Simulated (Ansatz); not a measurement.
HfN: phonons with PBE

The system is HfN.

```
CELL_PARAMETERS angstrom
2.82503 0.00000 0.00000
0.00000 2.82503 0.00000
0.00000 0.00000 2.82503
ATOMIC_POSITIONS crystal
Hf 0.50000 0.50000 0.50000
N 0.00000 0.00000 0.00000
```

The cell was built by a generator and needn't be a form met in nature.

| Property | Result |
| --- | --- |
| Program | Ansatz 0.2.0 |
| Task | phonons |
| Functional | PBE |
| Potentials or basis | all-electron LAPW, scalar-relativistic |
| Cutoff | 282 eV (chosen from the basis error) |
| Basis error allowed | 0.002 eV/atom |
| k mesh | 9 × 9 × 9 |
| Occupations | fermi-dirac, width 0.05 eV |
| Spin | no spin polarisation |

| Item | Value |
| --- | --- |
| Band gap on the k mesh | none (metal or under the smearing width) |
| Highest phonon frequency at Γ | 241 cm⁻¹ |

Levels at points of the mesh, in eV from the Fermi level:
| k point | band 21 | band 22 | band 23 | band 24 | band 25 | band 26 | band 27 | band 28 | band 29 | band 30 |
| --- | --- | --- | --- | --- | --- | --- | --- | --- | --- | --- |
| (0.00, 0.00, 0.00) | -11.82 | -2.45 | -2.45 | -1.08 | -1.08 | -1.08 | 3.29 | 6.31 | 6.31 | 6.31 |

Phonon frequencies in cm⁻¹ (negative: imaginary):
| q point | frequencies |
| --- | --- |
| (0.000, 0.000, 0.000) | 0 0 0 241 241 241 |

It took 45 s on 1 thread of Arm Neoverse V2 (shared host), peak memory 0.35 GiB.

Caveat: a metal's response needs a denser mesh. The run has no spin-orbit coupling, so splittings on Hf are missing.
